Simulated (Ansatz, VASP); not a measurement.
**One calculation of GaN, two programs**

```
Ga N
1.0
     3.33900    0.00000    0.00000
    -1.66950    2.89166    0.00000
     0.00000    0.00000    5.16600
Ga N
2 2
Direct
  0.33333 0.66667 0.00000
  0.66667 0.33333 0.50000
  0.33333 0.66667 0.37500
  0.66667 0.33333 0.87500
```

Change from the starting cell: strain +0.050 along x and y, +0.000 along z, atoms carried along.

Alike in both runs: task single point; functional PBE; k mesh 12 × 12 × 6; occupations gaussian, width 0.05 eV; no spin polarisation.

```csv
,VASP,Ansatz
version,VASP 6.6.1,Ansatz 0.2.0
potentials or method,"VASP PAW PBE potentials, release 64 (Ga_d, N)","scalar-relativistic, plane waves, PAW"
plane-wave cutoff (eV),520,420
valence electrons in the cell,36,36
```

|  | VASP | Ansatz | Ansatz less VASP |
| --- | --- | --- | --- |
| gap on the k mesh at the Fermi level (eV) | 1.33 | 1.33 | -0.001 |
| least direct gap on the mesh (eV) | 1.33 | 1.33 | -0.001 |
| pressure (GPa) | -7.9 | -8.1 | -0.22 |
| largest component of the traceless stress (GPa) | 10.91 | 10.95 | +0.036 |
| rms of the force components (eV/Å) | 0.291 | 0.297 | +0.0051 |

Atom by atom the forces differ by 0.005 eV/Å (rms over components). With one functional, cell and mesh, what is left measures potentials, basis and numerics.
